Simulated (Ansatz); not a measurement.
**WSe2: how the settings move a single-point run**

Aim: see which settings change the result for WSe2, by how much, and at what cost. The cell is built on a prototype (CdI2 type) and needn't be the phase found in nature.

Program: Ansatz 0.2.0. Level of theory: reference: DFT, PBE, plane waves, PAW. These are calculated values, not measurements.

7 further runs of the same task are left out: 1 for a known fault of the program, 6 that didn't finish.

## Step 1: The starting structure

It takes space group P-3m1 (No. 164, trigonal). Conventional cell: a = 3.315 Å, b = 3.315 Å, c = 6.519 Å, α = 90.00°, β = 90.00°, γ = 120.00°. W (site symmetry -3m) is surrounded by 6 Se at 2.54 Å. Around Se (site symmetry 3m) lie 3 W at 2.54 Å.

Coordinates:

```
CELL_PARAMETERS angstrom
3.31534 0.00000 0.00000
-1.65767 2.87117 0.00000
0.00000 0.00000 6.51920
ATOMIC_POSITIONS crystal
W 0.00000 0.00000 0.00000
Se 0.33333 0.66667 0.25717
Se 0.66667 0.33333 0.74283
```

## Step 2: Baseline

input.yaml

```yaml
crystal:
  lattice:
    - [3.3153441874, 0.0, 0.0]
    - [-1.6576720937, 2.8711722886, 0.0]
    - [0.0, 0.0, 6.5191986732]
  atoms:
    - { symbol: W, position: [0.0, 0.0, 0.0] }
    - { symbol: Se, position: [0.3333333333, 0.6666666667, 0.257168382] }
    - { symbol: Se, position: [0.6666666667, 0.3333333333, 0.742831618] }
kpoints:
  mp_grid: { grid: [6, 6, 4] }
hamiltonian:
  xc: pbe
scf:
  occupations: { method: fermi_dirac, width: 0.02 }
  n_extra_bands: 4
output:
  forces: true
  stress: true
  eigenvalues: true
  write_density: true
  write_potential: true
  elf: true
  volumetric_format: npy
```

Run with:

```
ansatz run input.yaml --threads 4 --pin off --max-ram 3686MiB --backend cpu --events-out ev --progress --plain --runs-dir out
```

## Step 3: Variant: ecutwfc 250

input.yaml, as its differences from that of step 2:

```diff
@@ -20,5 +20,3 @@
   eigenvalues: true
-  write_density: true
-  write_potential: true
-  elf: true
-  volumetric_format: npy
+basis:
+  ecutwfc: 250
```

## Step 4: Changed: mixing.ndim 30

input.yaml, as its differences from that of step 2:

```diff
@@ -16,2 +16,4 @@
   n_extra_bands: 4
+  mixing: { ndim: 30 }
+  max_iter: 95
 output:
@@ -20,5 +22 @@
   eigenvalues: true
-  write_density: true
-  write_potential: true
-  elf: true
-  volumetric_format: npy
```

## Step 5: Changed: xc mr2scan

input.yaml, as its differences from that of step 2:

```diff
@@ -12,3 +12,3 @@
 hamiltonian:
-  xc: pbe
+  xc: mr2scan
 scf:
@@ -20,5 +20 @@
   eigenvalues: true
-  write_density: true
-  write_potential: true
-  elf: true
-  volumetric_format: npy
```

Before running it: what results should come out? Wanted: for each run, ending; energy change; pressure; gap; force.

As calculated:

```
              run     ending    energy change  pressure (GPa)  gap (eV)  force (eV/Å)  cycles    time
        reference  converged                0             3.2      0.00          0.33       6   1.7 s
   1: ecutwfc 250  converged  +436.0 meV/atom             3.0      0.00          0.31       7  0.91 s
2: mixing.ndim 30  converged     0.0 meV/atom             3.2      0.00          0.33       6   1.2 s
    3: xc mr2scan  converged   not comparable             1.5      0.00          0.09       7   3.4 s
```

Times don't compare one to one where runs were asked for different outputs or read a saved state (see the inputs); cycles may leave out searches for a lower state.

Residual by cycle in the longest SCF loop of each run; runs are numbered as in the table. The quantity is the density residual dr2, in eV.

```
cycle  reference    run 1   run 2   run 3
    1     0.0071   0.0479  0.0071   0.067
    2     0.0022   0.0221  0.0022   0.015
    3     2.2e-4  0.00123  2.2e-4  0.0046
    4     2.3e-6   1.8e-4  2.3e-6  2.3e-4
    5     3.7e-7   8.4e-7  3.7e-7  2.2e-6
    6     8.0e-9   1.6e-7  8.0e-9  3.9e-7
    7          -   3.1e-9       -  2.4e-8
```

**Reading.** Of the converged runs whose energies compare with the reference's, «ecutwfc 250» moves the energy most (+436.0 meV/atom) and «mixing.ndim 30» least (0.0 meV/atom). Run 1 ran under the cutoff that the potentials recommend, as the log warns, so basis error is mixed into its values, and swamps them where the cutoff is far short. Of the variants the dearest is «xc mr2scan» (3.4 s), the cheapest «ecutwfc 250» (0.91 s), on a shared host. The reference leaves spin out although W can carry a moment, so its state need not be the lowest.
